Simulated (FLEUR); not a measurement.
# Mo (Im-3m) in FLEUR: a series of runs

The runs below take Mo through band structure, equation of state, with SCAN.

Program: FLEUR MaX-R8.1 (later development tree). These are calculated values, not measurements. Logs are shortened: lines on timing, memory, paths and dates and some standing lists are left out, and cuts for length are marked.

## Step 1: The crystal as given

It takes space group Im-3m (No. 229, cubic). The conventional cell has a = 3.168 Å, b = 3.168 Å, c = 3.168 Å, α = 90.00°, β = 90.00°, γ = 90.00°. Mo (site symmetry m-3m) is surrounded by 8 Mo at 2.74 Å.

## Step 2: Band structure, SCAN

Input file inp.xml:

```xml
<?xml version="1.0" encoding="UTF-8" standalone="no"?>
<fleurInput fleurInputVersion="0.39">
   <comment>
      Mo                                                                                                  
   </comment>
   <calculationSetup>
      <cutoffs Kmax="4.1" Gmax="12.7" GmaxXC="12.7" numbands="0"/>
      <scfLoop itmax="60" minDistance="0.00001" maxIterBroyd="15" imix="Anderson" alpha="0.05" precondParam="0.0" spinf="2.0" sdNocoIR="T"/>
      <coreElectrons ctail="F" frcor="F" kcrel="0" coretail_lmax="0"/>
      <xcFunctional name="LibXC" relativisticCorrections="F">
         <LibXCName exchange="mgga_x_scan" correlation="mgga_c_scan"/>
         <AuxGGA exchange="117" correlation="130"/>
      </xcFunctional>
      <magnetism jspins="1"/>
      <soc l_soc="F" theta="0.0" phi="0.0" spav="F"/>
      <expertModes spex="0" secvar="F"/>
      <geometryOptimization l_f="F" forcealpha="1.0" forcemix="BFGS" epsdisp="0.00001" epsforce="0.00001"/>
      <ldaU l_linMix="F" mixParam="0.05" spinf="1.0"/>
   </calculationSetup>
   <cell>
      <bzIntegration valenceElectrons="14.0" mode="hist" fermiSmearingEnergy="0.00183747">
         <kPointListSelection listName="default-1"/>
         <!-- k-points included here -->
         <xi:include xmlns:xi="http://www.w3.org/2001/XInclude" href="kpts.xml"> </xi:include>
      </bzIntegration>
      <!-- symmetry operations included here -->
      <xi:include xmlns:xi="http://www.w3.org/2001/XInclude" href="sym.xml"> </xi:include>
      <bulkLattice scale="1.0">
         <bravaisMatrix>
            <row-1>   -2.9929651905752968     2.9929651905752968     2.9929651905752968</row-1>
            <row-2>    2.9929651905752968    -2.9929651905752968     2.9929651905752968</row-2>
            <row-3>    2.9929651905752968     2.9929651905752968    -2.9929651905752968</row-3>
         </bravaisMatrix>
      </bulkLattice>
   </cell>
   <atomSpecies>
      <species name="Molybdenum (Mo)" element="Mo" atomicNumber="42">
         <mtSphere radius="2.4" gridPoints="793" logIncrement="0.016"/>
         <atomicCutoffs lmax="10" lnonsphr="8"/>
         <electronConfig flipSpins="F">
            <coreConfig>(1s1/2) (2s1/2) (2p1/2) (2p3/2) (3s1/2) (3p1/2) (3p3/2) (3d3/2) (3d5/2)</coreConfig>
            <valenceConfig>(4s1/2) (4p1/2) (4p3/2) (5s1/2) (4d3/2) (4d5/2)</valenceConfig>
            <stateOccupation state="(5s1/2)" spinUp="0.500000" spinDown="0.500000"/>
            <stateOccupation state="(4d3/2)" spinUp="1.000000" spinDown="1.000000"/>
            <stateOccupation state="(4d5/2)" spinUp="1.500000" spinDown="1.500000"/>
         </electronConfig>
         <energyParameters s="5" p="5" d="4" f="4"/>
         <lo type="SCLO" l="0" n="4" eDeriv="0"/>
         <lo type="SCLO" l="1" n="4" eDeriv="0"/>
         <lo type="SCLO" l="1" n="4" eDeriv="1"/>
         <lo type="SCLO" l="2" n="4" eDeriv="2"/>
         <lo type="SCLO" l="3" n="4" eDeriv="2"/>
      </species>
   </atomSpecies>
   <atomGroups>
      <atomGroup species="Molybdenum (Mo)">
         <relPos label="                   1">.0000000000 .0000000000 .0000000000</relPos>
         <force calculate="T" relaxXYZ="TTT"/>
      </atomGroup>
   </atomGroups>
   <output dos="F" band="F" slice="F">
      <checks vchk="F" cdinf="F"/>
      <bandDOS minEnergy="-.5*Htr" maxEnergy="0.5*Htr" sigma="0.015" storeEVData="T"/>
      <vacuumDOS vacdos="F" integ="F" star="F" nstars="0" locx1="0.0" locy1="0.0" locx2="0.0" locy2="0.0" nstm="0" tworkf="0.0"/>
      <unfoldingBand unfoldBand="F" supercellX="1" supercellY="1" supercellZ="1"/>
      <plotting iplot="0" polar="F">
         <plot TwoD="T" vec1="  1.0  0.0  0.0" vec2="  0.0  1.0  0.0" vec3="  0.0  0.0  1.0" zero="  0.0  0.0  0.0" file="plot"/>
      </plotting>
      <chargeDensitySlicing numkpt="0" minEigenval="0.0" maxEigenval="0.0" nnne="0" pallst="F"/>
      <specialOutput eonly="F"/>
      <moessbauerParams electricFieldGradient="T" isomerShift="T" coreHyperfine="T" valenceHyperfine="T"/>
      <magneticCircularDichroism mcd="F" energyLo="-10.0" energyUp="0.0"/>
   </output>
  <!-- We include the file relax.xml here to enable relaxations (see documentation) -->
  <xi:include xmlns:xi="http://www.w3.org/2001/XInclude" href="relax.xml"> <xi:fallback/> </xi:include>
</fleurInput>
```

Input file crystal.txt:

```
Mo
&input cartesian=F /
-1.5838089719  1.5838089719  1.5838089719
1.5838089719  -1.5838089719  1.5838089719
1.5838089719  1.5838089719  -1.5838089719
1.8897261246
1.0 1.0 1.0

1
42 0.0000000000  0.0000000000  0.0000000000

&kpt div1=12 div2=12 div3=12 gamma=T /
```

Input file inp.xml (bands):

```
<?xml version="1.0" encoding="UTF-8" standalone="no"?>
<fleurInput fleurInputVersion="0.39">
   <comment>
      Mo                                                                                                  
   </comment>
   <calculationSetup>
      <cutoffs Kmax="4.1" Gmax="12.7" GmaxXC="12.7" numbands="0"/>
      <scfLoop itmax="60" minDistance="0.00001" maxIterBroyd="15" imix="Anderson" alpha="0.05" precondParam="0.0" spinf="2.0" sdNocoIR="T"/>
      <coreElectrons ctail="F" frcor="F" kcrel="0" coretail_lmax="0"/>
      <xcFunctional name="LibXC" relativisticCorrections="F">
         <LibXCName exchange="mgga_x_scan" correlation="mgga_c_scan"/>
         <AuxGGA exchange="117" correlation="130"/>
      </xcFunctional>
      <magnetism jspins="1"/>
      <soc l_soc="F" theta="0.0" phi="0.0" spav="F"/>
      <expertModes spex="0" secvar="F"/>
      <geometryOptimization l_f="F" forcealpha="1.0" forcemix="BFGS" epsdisp="0.00001" epsforce="0.00001"/>
      <ldaU l_linMix="F" mixParam="0.05" spinf="1.0"/>
   </calculationSetup>
   <cell>
      <bzIntegration valenceElectrons="14.0" mode="hist" fermiSmearingEnergy="0.00183747">
         <kPointListSelection listName="path-1"/>
         <!-- k-points included here -->
         <xi:include xmlns:xi="http://www.w3.org/2001/XInclude" href="kpts.xml"> </xi:include>
      </bzIntegration>
      <!-- symmetry operations included here -->
      <xi:include xmlns:xi="http://www.w3.org/2001/XInclude" href="sym.xml"> </xi:include>
      <bulkLattice scale="1.0">
         <bravaisMatrix>
            <row-1>   -2.9929651905752968     2.9929651905752968     2.9929651905752968</row-1>
            <row-2>    2.9929651905752968    -2.9929651905752968     2.9929651905752968</row-2>
            <row-3>    2.9929651905752968     2.9929651905752968    -2.9929651905752968</row-3>
         </bravaisMatrix>
      </bulkLattice>
   </cell>
   <atomSpecies>
      <species name="Molybdenum (Mo)" element="Mo" atomicNumber="42">
         <mtSphere radius="2.4" gridPoints="793" logIncrement="0.016"/>
         <atomicCutoffs lmax="10" lnonsphr="8"/>
         <electronConfig flipSpins="F">
            <coreConfig>(1s1/2) (2s1/2) (2p1/2) (2p3/2) (3s1/2) (3p1/2) (3p3/2) (3d3/2) (3d5/2)</coreConfig>
            <valenceConfig>(4s1/2) (4p1/2) (4p3/2) (5s1/2) (4d3/2) (4d5/2)</valenceConfig>
            <stateOccupation state="(5s1/2)" spinUp="0.500000" spinDown="0.500000"/>
            <stateOccupation state="(4d3/2)" spinUp="1.000000" spinDown="1.000000"/>
            <stateOccupation state="(4d5/2)" spinUp="1.500000" spinDown="1.500000"/>
         </electronConfig>
         <energyParameters s="5" p="5" d="4" f="4"/>
         <lo type="SCLO" l="0" n="4" eDeriv="0"/>
         <lo type="SCLO" l="1" n="4" eDeriv="0"/>
         <lo type="SCLO" l="1" n="4" eDeriv="1"/>
         <lo type="SCLO" l="2" n="4" eDeriv="2"/>
         <lo type="SCLO" l="3" n="4" eDeriv="2"/>
      </species>
   </atomSpecies>
   <atomGroups>
      <atomGroup species="Molybdenum (Mo)">
         <relPos label="                   1">.0000000000 .0000000000 .0000000000</relPos>
         <force calculate="T" relaxXYZ="TTT"/>
      </atomGroup>
   </atomGroups>
   <output dos="F" band="T" slice="F">
      <checks vchk="F" cdinf="F"/>
      <bandDOS minEnergy="-.5*Htr" maxEnergy="0.5*Htr" sigma="0.015" storeEVData="T"/>
      <vacuumDOS vacdos="F" integ="F" star="F" nstars="0" locx1="0.0" locy1="0.0" locx2="0.0" locy2="0.0" nstm="0" tworkf="0.0"/>
      <unfoldingBand unfoldBand="F" supercellX="1" supercellY="1" supercellZ="1"/>
      <plotting iplot="0" polar="F">
         <plot TwoD="T" vec1="  1.0  0.0  0.0" vec2="  0.0  1.0  0.0" vec3="  0.0  0.0  1.0" zero="  0.0  0.0  0.0" file="plot"/>
      </plotting>
      <chargeDensitySlicing numkpt="0" minEigenval="0.0" maxEigenval="0.0" nnne="0" pallst="F"/>
      <specialOutput eonly="F"/>
      <moessbauerParams electricFieldGradient="T" isomerShift="T" coreHyperfine="T" valenceHyperfine="T"/>
      <magneticCircularDichroism mcd="F" energyLo="-10.0" energyUp="0.0"/>
   </output>
  <!-- We include the file relax.xml here to enable relaxations (see documentation) -->
  <xi:include xmlns:xi="http://www.w3.org/2001/XInclude" href="relax.xml"> <xi:fallback/> </xi:include>
</fleurInput>
```

Potentials or basis: all-electron, FLAPW.

Run with:

```
> inpgen -f crystal.txt -profile fastHighL
> # inp.xml edited to the form shown
> fleur_MPI
> fleur_MPI   # second run, on inp.xml (bands)
```

Log:

```text
Welcome to FLEUR        (www.flapw.de)
      MaX-Release 8.1          (www.max-centre.eu)
 func_ids         267         263         267         263
 MetaGGA potential functional detected - V_tau will be computed
 Auxiliary Potential for radial basis: exchange=         117  correlation=         130
The functional 'SCAN exchange of Sun, Ruzsinszky, and Perdew' is an exchange functional, it belongs to the 'MGGA' family and is defined in the reference(s):
[1] J. Sun, A. Ruzsinszky, and J. P. Perdew.,  Phys. Rev. Lett. 115, 036402 (2015)
The functional 'SCAN correlation of Sun, Ruzsinszky, and Perdew' is a correlation functional, it belongs to the 'MGGA' family and is defined in the reference(s):
[1] J. Sun, A. Ruzsinszky, and J. P. Perdew.,  Phys. Rev. Lett. 115, 036402 (2015)
 Using same functional for VXC and EXC

 ========== k-point set info ==========
 Selected k-point list: default-1
 k-point list type: mesh
 12 x 12 x 12
 Number of k points: 72

 ------------Calculation Setup---------------------------
 Number of MPI-tasks      :            1
 Number of PE/node        :            1
 Number of OMP-threads    :            1
 Most efficient MPI parallelization for:
           1           2           3           4           6           8           9          12          18          24          36          72
 Additional eigenvalue parallelization possible
 Number of basis functions:          175
 Approximate size of matrices (H+S) per k-point:         0.000 GB
 --------------------------------------------------------
The functional 'Hammer, Hansen, and Norskov' is an exchange functional, it belongs to the 'GGA' family and is defined in the reference(s):
[1] B. Hammer, L. B. Hansen, and J. K. Nørskov.,  Phys. Rev. B 59, 7413 (1999)
The functional 'Perdew, Burke & Ernzerhof' is a correlation functional, it belongs to the 'GGA' family and is defined in the reference(s):
[1] J. P. Perdew, K. Burke, and M. Ernzerhof.,  Phys. Rev. Lett. 77, 3865 (1996)
[2] J. P. Perdew, K. Burke, and M. Ernzerhof.,  Phys. Rev. Lett. 78, 1396 (1997)
 Using same functional for VXC and EXC
 Using auxiliary GGA potential for the first iteration of MetaGGA calculation.
 Reset of history
 Reset of history
 Iteration:     1   Distance:      33.58973384 me/bohr^3
The functional 'Hammer, Hansen, and Norskov' is an exchange functional, it belongs to the 'GGA' family and is defined in the reference(s):
[1] B. Hammer, L. B. Hansen, and J. K. Nørskov.,  Phys. Rev. B 59, 7413 (1999)
The functional 'Perdew, Burke & Ernzerhof' is a correlation functional, it belongs to the 'GGA' family and is defined in the reference(s):
[1] J. P. Perdew, K. Burke, and M. Ernzerhof.,  Phys. Rev. Lett. 77, 3865 (1996)
[2] J. P. Perdew, K. Burke, and M. Ernzerhof.,  Phys. Rev. Lett. 78, 1396 (1997)
 Using same functional for VXC and EXC
 Iteration:     2   Distance:      31.65937354 me/bohr^3
The functional 'Hammer, Hansen, and Norskov' is an exchange functional, it belongs to the 'GGA' family and is defined in the reference(s):
[1] B. Hammer, L. B. Hansen, and J. K. Nørskov.,  Phys. Rev. B 59, 7413 (1999)
The functional 'Perdew, Burke & Ernzerhof' is a correlation functional, it belongs to the 'GGA' family and is defined in the reference(s):
[1] J. P. Perdew, K. Burke, and M. Ernzerhof.,  Phys. Rev. Lett. 77, 3865 (1996)
[2] J. P. Perdew, K. Burke, and M. Ernzerhof.,  Phys. Rev. Lett. 78, 1396 (1997)
 Using same functional for VXC and EXC
 Iteration:     3   Distance:      29.93155509 me/bohr^3
The functional 'Hammer, Hansen, and Norskov' is an exchange functional, it belongs to the 'GGA' family and is defined in the reference(s):
[1] B. Hammer, L. B. Hansen, and J. K. Nørskov.,  Phys. Rev. B 59, 7413 (1999)
The functional 'Perdew, Burke & Ernzerhof' is a correlation functional, it belongs to the 'GGA' family and is defined in the reference(s):
[1] J. P. Perdew, K. Burke, and M. Ernzerhof.,  Phys. Rev. Lett. 77, 3865 (1996)
[2] J. P. Perdew, K. Burke, and M. Ernzerhof.,  Phys. Rev. Lett. 78, 1396 (1997)
 Using same functional for VXC and EXC
 Iteration:     4   Distance:       9.76985537 me/bohr^3
The functional 'Hammer, Hansen, and Norskov' is an exchange functional, it belongs to the 'GGA' family and is defined in the reference(s):
[1] B. Hammer, L. B. Hansen, and J. K. Nørskov.,  Phys. Rev. B 59, 7413 (1999)
The functional 'Perdew, Burke & Ernzerhof' is a correlation functional, it belongs to the 'GGA' family and is defined in the reference(s):
[1] J. P. Perdew, K. Burke, and M. Ernzerhof.,  Phys. Rev. Lett. 77, 3865 (1996)
[2] J. P. Perdew, K. Burke, and M. Ernzerhof.,  Phys. Rev. Lett. 78, 1396 (1997)
 Using same functional for VXC and EXC
 Iteration:     5   Distance:       4.29668383 me/bohr^3
The functional 'Hammer, Hansen, and Norskov' is an exchange functional, it belongs to the 'GGA' family and is defined in the reference(s):
[... 74 lines left out ...]
 Using same functional for VXC and EXC
 Iteration:    16   Distance:       0.00004597 me/bohr^3
The functional 'Hammer, Hansen, and Norskov' is an exchange functional, it belongs to the 'GGA' family and is defined in the reference(s):
[1] B. Hammer, L. B. Hansen, and J. K. Nørskov.,  Phys. Rev. B 59, 7413 (1999)
The functional 'Perdew, Burke & Ernzerhof' is a correlation functional, it belongs to the 'GGA' family and is defined in the reference(s):
[1] J. P. Perdew, K. Burke, and M. Ernzerhof.,  Phys. Rev. Lett. 77, 3865 (1996)
[2] J. P. Perdew, K. Burke, and M. Ernzerhof.,  Phys. Rev. Lett. 78, 1396 (1997)
 Using same functional for VXC and EXC
 Iteration:    17   Distance:       0.00004323 me/bohr^3
The functional 'Hammer, Hansen, and Norskov' is an exchange functional, it belongs to the 'GGA' family and is defined in the reference(s):
[1] B. Hammer, L. B. Hansen, and J. K. Nørskov.,  Phys. Rev. B 59, 7413 (1999)
The functional 'Perdew, Burke & Ernzerhof' is a correlation functional, it belongs to the 'GGA' family and is defined in the reference(s):
[1] J. P. Perdew, K. Burke, and M. Ernzerhof.,  Phys. Rev. Lett. 77, 3865 (1996)
[2] J. P. Perdew, K. Burke, and M. Ernzerhof.,  Phys. Rev. Lett. 78, 1396 (1997)
 Using same functional for VXC and EXC
 Iteration:    18   Distance:       0.00001445 me/bohr^3
The functional 'Hammer, Hansen, and Norskov' is an exchange functional, it belongs to the 'GGA' family and is defined in the reference(s):
[1] B. Hammer, L. B. Hansen, and J. K. Nørskov.,  Phys. Rev. B 59, 7413 (1999)
The functional 'Perdew, Burke & Ernzerhof' is a correlation functional, it belongs to the 'GGA' family and is defined in the reference(s):
[1] J. P. Perdew, K. Burke, and M. Ernzerhof.,  Phys. Rev. Lett. 77, 3865 (1996)
[2] J. P. Perdew, K. Burke, and M. Ernzerhof.,  Phys. Rev. Lett. 78, 1396 (1997)
 Using same functional for VXC and EXC
 Iteration:    19   Distance:       0.00000567 me/bohr^3

 ********************************************************************
 Run finished successfully
 Stop message:
   all done
 ********************************************************************
```

It took 23 s on 1 thread of Arm Neoverse V1, shared host; peak memory 0.07 GiB.

What came out:

```
Free energy                                           : -110208.9256 eV
Band gap along the path                               : none (metal or under the smearing width)
Valence electrons inside the program's atomic spheres : Mo 11.91 (radii Mo 2.4 bohr)
```

Levels at the corners of the path, in eV from the Fermi level:
```tsv
point	band 4	band 5	band 6	band 7	band 8	band 9	band 10	band 11
Γ	-35.74	-7.70	-1.46	-1.46	-1.46	1.97	1.97	15.36
H	-36.74	-5.43	-5.43	4.11	4.11	4.11	9.11	9.11
N	-35.75	-5.51	-3.56	1.46	1.89	2.62	4.90	11.95
Γ	-35.74	-7.70	-1.46	-1.46	-1.46	1.97	1.97	15.36
P	-36.47	-2.80	-2.80	-2.80	2.75	2.75	9.74	11.88
H	-36.74	-5.43	-5.43	4.11	4.11	4.11	9.11	9.11
P	-36.47	-2.80	-2.80	-2.80	2.75	2.75	9.74	11.88
N	-35.75	-5.51	-3.56	1.46	1.89	2.62	4.90	11.95
```

Core levels (eV from the Fermi level):
```csv
atom,levels
1 Mo,"1s1/2 -19811.4, 2s1/2 -2795.1, 2p1/2 -2570.6, 2p3/2 -2464.1, 3s1/2 -473.4, 3p1/2 -388.0, 3p3/2 -370.5, 3d3/2 -219.8, 3d5/2 -216.5"
```

Caveat: the meta-GGA is that of a development version, with a GGA for the radial functions and cores and without core tails.

## Step 3: Equation of state, SCAN, 14.94 Å³/atom (volume scaled by 0.94)

Edit inp.xml of step 2 so:

```diff
@@ -6,3 +6,3 @@
    <calculationSetup>
-      <cutoffs Kmax="4.1" Gmax="12.7" GmaxXC="12.7" numbands="0"/>
+      <cutoffs Kmax="4.17" Gmax="12.9" GmaxXC="12.9" numbands="0"/>
       <scfLoop itmax="60" minDistance="0.00001" maxIterBroyd="15" imix="Anderson" alpha="0.05" precondParam="0.0" spinf="2.0" sdNocoIR="T"/>
@@ -27,3 +27,3 @@
       <xi:include xmlns:xi="http://www.w3.org/2001/XInclude" href="sym.xml"> </xi:include>
-      <bulkLattice scale="1.0">
+      <bulkLattice scale="0.9795861087">
          <bravaisMatrix>
@@ -37,3 +37,3 @@
       <species name="Molybdenum (Mo)" element="Mo" atomicNumber="42">
-         <mtSphere radius="2.4" gridPoints="793" logIncrement="0.016"/>
+         <mtSphere radius="2.35" gridPoints="793" logIncrement="0.016"/>
          <atomicCutoffs lmax="10" lnonsphr="8"/>
```

Potentials or basis: all-electron, FLAPW.

Run with:

```
> inpgen -f crystal.txt -profile fastHighL
> # inp.xml edited to the form shown
> fleur_MPI
```

It took 20 s on 1 thread of Arm Neoverse V1, shared host; peak memory 0.08 GiB.

It converged, with:

```yaml
Free_energy: -110208.9134 eV
Band_gap_on_the_k_mesh: none (metal or under the smearing width)
Valence_electrons_inside_the_program's_atomic_spheres: Mo 11.85 (radii Mo 2.35 bohr)
```

Caveat: the meta-GGA is that of a development version, with a GGA for the radial functions and cores and without core tails.

## Step 4: Equation of state, SCAN, 15.26 Å³/atom (volume scaled by 0.96)

Edit inp.xml of step 3 so:

```diff
@@ -27,3 +27,3 @@
       <xi:include xmlns:xi="http://www.w3.org/2001/XInclude" href="sym.xml"> </xi:include>
-      <bulkLattice scale="0.9795861087">
+      <bulkLattice scale="0.9864848297">
          <bravaisMatrix>
```

Run with:

```
> inpgen -f crystal.txt -profile fastHighL
> # inp.xml edited to the form shown
> fleur_MPI
```

It took 21 s on 1 thread of Arm Neoverse V1, shared host; peak memory 0.09 GiB.

The run converged. Its results:

```yaml
Free_energy: -110208.9300 eV
Band_gap_on_the_k_mesh: none (metal or under the smearing width)
Valence_electrons_inside_the_program's_atomic_spheres: Mo 11.81 (radii Mo 2.35 bohr)
```

Caveat: the meta-GGA is that of a development version, with a GGA for the radial functions and cores and without core tails.

(Part 1 of 2 ends here.)
